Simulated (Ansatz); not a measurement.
AgCl:

```
Ag Cl
1.0
     3.92688    0.00000    0.00000
     0.00000    4.00305    0.00000
    -0.54915    0.00000    5.57242
Ag Cl
2 2
Direct
  0.81598 0.75000 0.78192
  0.18402 0.25000 0.21808
  0.29234 0.25000 0.73744
  0.70766 0.75000 0.26256
```

The cell comes from a database or a generator and needn't be the stable form of this composition.

```yaml
Program: Ansatz 0.2.0
Task: single point
Functional: PBE
Potentials_or_basis: Ansatz PAW
Cutoff: "420 eV (not typed: the program's choice for these potentials)"
k_mesh: 7 × 7 × 5
Occupations: fermi-dirac, width 0.05 eV
Spin: no spin polarisation
```

On this cell: pressure -0.2 GPa; largest force 0.073 eV/Å; band gap on the k mesh 0.90 eV, indirect (least direct gap 2.23 eV).

The same run follows on a disturbed copy (atoms moved at random, drawn with an rms of 0.05 Å):

```
CELL_PARAMETERS angstrom
3.92688 0.00000 0.00000
0.00000 4.00305 0.00000
-0.54915 0.00000 5.57242
ATOMIC_POSITIONS crystal
Ag 0.82026 0.75126 0.78147
Ag 0.19476 0.22952 0.22333
Cl 0.28687 0.24100 0.73412
Cl 0.68859 0.74514 0.24819
```

Task: What changes?

Result: The energy moves by +2.3 meV/atom; pressure 0.0 GPa; largest force 0.183 eV/Å; band gap on the k mesh 0.90 eV, indirect (least direct gap 2.21 eV).

Forces in eV/Å, atoms in the order of the input:
```
Ag  -0.041 -0.047 -0.088
Ag  -0.039  0.068  0.057
Cl  -0.050  0.061 -0.070
Cl   0.129 -0.082  0.100
```

Stress tensor (GPa, compression positive):
```
-0.06  0.02  0.13
 0.02 -0.14 -0.09
 0.13 -0.09  0.13
```

Caveats: odd divisions of the mesh miss points on the zone boundary, where band edges often lie, so the gap on the mesh can be too wide.

A k mesh can miss the band edges.
